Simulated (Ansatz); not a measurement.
## KI in Ansatz: the effect of functional

Crystal: KI.

```xyz
2
Lattice="0.0000 3.5328 3.5328 3.5328 0.0000 3.5328 3.5328 3.5328 0.0000" Properties=species:S:1:pos:R:3 pbc="T T T"
I     3.5328    3.5328    3.5328
K     0.0000    0.0000    0.0000
```

Alike in all runs:

```yaml
Program: Ansatz 0.2.0
Task: single point
Potentials_or_basis: all-electron PAW datasets made for the crystal
k_mesh: 6 × 6 × 6
Occupations: fermi-dirac, width 0.05 eV
Spin: no spin polarisation
```

```tsv
functional	cutoff	gap on the mesh (eV)	pressure (GPa)
PBEsol	200 eV (chosen from the basis error)	3.82	-0.3
HSE06	290 eV (chosen from the basis error)	4.96	0.4
PBE0	290 eV (chosen from the basis error)	?	?
```

Problem. What does the run with functional PBE0 give?

Solution. gap on the mesh 5.65 eV; pressure 0.4 GPa.

Caveats: spin-orbit coupling is left out, which moves the levels of the heavy elements.

The runs don't all hold the same shells in valence.
